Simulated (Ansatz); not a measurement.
The system is Te.

```xyz
1
Lattice="2.3059 1.3313 1.6910 -2.3059 1.3313 1.6910 0.0000 -2.6626 1.6910" Properties=species:S:1:pos:R:3 pbc="T T T"
Te    0.0000    0.0000    2.5364
```

This isn't the form of Te at room conditions, which is trigonal, of chains.

- Program: Ansatz 0.2.0
- Task: relaxation of cell and atoms
- Functional: RPBE
- Potentials or basis: Ansatz PAW
- Cutoff: 420 eV (not typed: the program's choice for these potentials)
- k mesh: 9 × 9 × 9
- Occupations: fermi-dirac, width 0.05 eV
- Spin: no spin polarisation

At the start: volume 31.15 Å³/atom.

How do energy, volume and symmetry change on relaxing?

It ends after 8 steps and the volume is 33.80 Å³/atom (+8.5 %); space group R-3m (No. 166, to 0.05 Å).

The path:
```
step  energy change (eV)  largest force (eV/Å)  volume (Å³)
   1              0.0000                0.0000        31.15
   2             -0.0248                0.0000        34.54
   3             -0.0298                0.0000        33.80
   4             -0.0316                0.0000        33.56
   5             -0.0325                0.0000        33.74
   6             -0.0327                0.0000        33.78
   7             -0.0327                0.0000        33.80
   8             -0.0331                0.0000        33.80
```

Final structure:
```
CELL_PARAMETERS angstrom
2.30849 1.33281 1.83108
-2.30849 1.33281 1.83108
0.00000 -2.66562 1.83108
ATOMIC_POSITIONS crystal
Te 0.50000 0.50000 0.50000
```

Caveat: the plane-wave basis is chosen anew once the cell has moved, so the energies of steps on either side of that aren't comparable; the PAW data sets come from PBE, with cores solved anew for the run's functional, which leaves a small shift of forces and pressure.
